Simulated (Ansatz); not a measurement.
**InAs: experiment and calculation**

**Measured values to compare with.**

A printed reference work, data compilation reports, for a bulk crystal of InAs at 298.15 K: lattice constant a 6.05838 Å.

The results are compared with them further down.

Theory: Ansatz, DFT PBE, scalar-relativistic, plane waves, PAW.

Cutoff 420 eV; k points 12×12×12 on the computed 2-atom cell (Γ-centred); Gaussian smearing, width 0.10 eV; no spin polarisation.

Relaxed structure, symmetry kept:

```cif
data_structure
_symmetry_space_group_name_H-M 'P 1'
_symmetry_Int_Tables_number 1
_cell_length_a 4.3744
_cell_length_b 4.3744
_cell_length_c 4.3744
_cell_angle_alpha 60.000
_cell_angle_beta 60.000
_cell_angle_gamma 60.000
_cell_volume 59.19
loop_
_atom_site_label
_atom_site_type_symbol
_atom_site_fract_x
_atom_site_fract_y
_atom_site_fract_z
_atom_site_occupancy
In1 In 0.00000 0.00000 0.00000 1
As1 As 0.25000 0.25000 0.25000 1
```

```json
{
 "Space group": "F-43m (No. 216)",
 "Volume per atom": "29.59 Å³",
 "Formation energy from the elements' standard states (uncorrected)": "-0.244 eV/atom",
 "Kohn–Sham band gap": "zero, with almost no states at the Fermi level",
 "Density of states at the Fermi level": "0.00 states/eV per cell (so small that it hangs on the mesh: a semimetal, or crossings between mesh points)",
 "Löwdin character within 0.5 eV of the Fermi level": "As 4p 84 %, In 5p 12 %",
 "Bulk modulus": "48 GPa",
 "Its pressure derivative": "4.8",
 "Bader charges (e)": "In (1 in the cell) 0.74, As (1 in the cell) -0.74"
}
```

A measured lattice constant a of InAs is 6.05838 Å (298.15 K; a printed reference work, data compilation); the calculated 6.186 Å misses it by +2.1 %. The calculation is for 0 K without zero-point motion.